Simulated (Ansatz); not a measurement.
# MgO (zincblende type): the dielectric function from several functionals

Aim: the dielectric function of MgO (zincblende type) in the independent-particle picture, and how it depends on the functional and on the gap. Plan: HSE06 for the gap; optics with PBE on 8×8×8; optics with r2SCAN on 8×8×8; optics with PBE and scissors to the HSE06 gap on 8×8×8.

Method: plane waves, PAW; no local fields, no excitons, in Ansatz 0.2.0.

## 1. The system as given

It takes space group F-43m (No. 216, cubic). Conventional cell: a = 4.564 Å, b = 4.564 Å, c = 4.564 Å, α = 90.00°, β = 90.00°, γ = 90.00°. Mg (site symmetry -43m) has 4 O at 1.98 Å as nearest neighbours. O (site symmetry -43m) has 4 Mg at 1.98 Å as nearest neighbours.

As a file:

```xyz
2
Lattice="0.0000 2.2820 2.2820 2.2820 0.0000 2.2820 2.2820 2.2820 0.0000" Properties=species:S:1:pos:R:3 pbc="T T T"
Mg    0.0000    0.0000    0.0000
O     1.1410    1.1410    1.1410
```

Cell and atoms come from an earlier r2SCAN relaxation.

## 2. The gap to aim at

input.yaml reads:

```yaml
crystal:
  lattice:
    - [0.0, 2.282005662, 2.282005662]
    - [2.282005662, 0.0, 2.282005662]
    - [2.282005662, 2.282005662, 0.0]
  atoms:
    - { symbol: Mg, position: [0.0, 0.0, 0.0] }
    - { symbol: O, position: [0.25, 0.25, 0.25] }
kpoints:
  mp_grid: { grid: [6, 6, 6] }
  band_path:
    path:
      - [0.0, 0.0, 0.0]
      - [-0.5, -0.5, 0.0]
      - [-0.375, -0.375, 0.25]
      - [-0.375, 0.0, 0.375]
      - [0.0, 0.0, 0.5]
      - [-0.5, -0.25, 0.25]
    npoints: 1
hamiltonian:
  xc: hse06
scf:
  occupations: { method: fixed }
  n_extra_bands: 4
output:
  forces: true
  stress: true
  eigenvalues: true
```

Started as:

```sh
$ ansatz run input.yaml --threads 4 --pin off --max-ram 3686MiB --backend cpu --events-out ev --progress --plain --runs-dir out
```

The runs that follow: Optics, PBE; Optics, r2SCAN; Optics, PBE with a scissors shift.

Before running them: what should the planned runs give, taken together? Wanted: ε∞, PBE; ε∞, r2SCAN; tallest peak of ε₂, PBE; tallest peak of ε₂, r2SCAN; HSE06 direct gap.

**Answer**, as computed:

```
                                  quantity            value
                                   ε∞, PBE             3.12
                                ε∞, r2SCAN             2.85
                ε∞, PBE + 1.61 eV scissors             2.81
                   tallest peak of ε₂, PBE  5.8 at 14.50 eV
                tallest peak of ε₂, r2SCAN  5.4 at 15.55 eV
tallest peak of ε₂, PBE + 1.61 eV scissors  5.8 at 16.10 eV
                          HSE06 direct gap          5.27 eV
```

**Reading.** From PBE to PBE + 1.61 eV scissors the direct gap grows from 3.66 to 5.27 eV, and ε∞ goes from 3.12 to 2.81: a wider gap screens less. Local fields and excitons are left out: both change ε∞, and without excitons the onset lacks its lines.
